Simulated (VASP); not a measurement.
BAs, 2 atoms in the cell. Symmetry: F-43m, No. 216, cubic system. The conventional cell has a = 4.777 Å, b = 4.777 Å, c = 4.777 Å, α = 90.00°, β = 90.00°, γ = 90.00°. Around B (site symmetry -43m) lie 4 As at 2.07 Å. Around As (site symmetry -43m) lie 4 B at 2.07 Å. 

```yaml
Program: VASP 6.6.1
Task: relaxation of cell and atoms
Functional: r2SCAN
Potentials_or_basis: VASP PAW PBE potentials, release 64 (B, As)
Cutoff: 600 eV
k_mesh: 10 × 10 × 10
Occupations: gaussian, width 0.03 eV
Spin: no spin polarisation
Further_INCAR_settings: ALGO = Normal; EDIFF = 1e-06; IBRION = 2; EDIFFG = -0.01; NSW = 90; ISIF = 3
```

Potentials or basis: VASP PAW PBE potentials, release 64 (B, As).

The run is started by

```sh
$ cat potpaw_PBE.64/B/POTCAR potpaw_PBE.64/As/POTCAR > POTCAR
$ mpirun -np 1 vasp_std > vasp.out
```

Hardware: 1 thread of Intel(R) Xeon(R) 6975P-C (Granite Rapids), with other jobs on the host.

Q: Estimate the wall time of this run.

A: Wall time 87 s on 1 thread of Intel(R) Xeon(R) 6975P-C (Granite Rapids), on a shared host, peak memory 0.17 GiB. Counts: scf iterations 40, k points 47, ion steps 3.
